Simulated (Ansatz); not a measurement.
We consider chalcopyrite CuInS2, described by r²SCAN in Ansatz (plane waves, PAW).

Run with plane-wave cutoff 560 eV, 10×10×10 k mesh, Fermi–Dirac smearing 0.01 eV, no spin polarisation, scalar-relativistic PAW data made under PBE.

Shape and atoms are relaxed at each volume.

Pressure at four volumes; x = ln(V/21.212 Å³). One pressure is withheld.

```
V (Å³/atom)        x  P (GPa)
-----------  -------  -------
20.363       -0.0408        ?
20.787       -0.0202     1.56
21.212        0.0000     0.00
22.060        0.0392    -2.62
```

Pass a parabola P(x) through the three rows shown, estimate the bulk modulus and its pressure derivative near zero pressure, and predict the withheld pressure.

Slopes between the rows: (0.00 − (1.56))/(0.0000 − (-0.0202)) = -77.23 and (-2.62 − (0.00))/(0.0392 − (0.0000)) = -66.84 GPa. Their difference over the span 0.0594 is c = 10.39/0.0594 = 174.9 GPa, so P(x) = 1.56 + (-77.23)(x − (-0.0202)) + 174.9 (x − (-0.0202))(x − (0.0000)). At the middle row B = −dP/dx = −[-77.23 + 174.9 × 0.0202] = 73.7 GPa, and B′ = dB/dP = 2c/B = 4.7. At x = -0.0408 the parabola gives 3.30 GPa; the run gives 3.31 GPa. The Birch–Murnaghan fit to the energies at all volumes has B0 = 73.6 GPa and B′ = 4.8.

Spin–orbit coupling is not included.

Ansatz is a program for electronic structure.
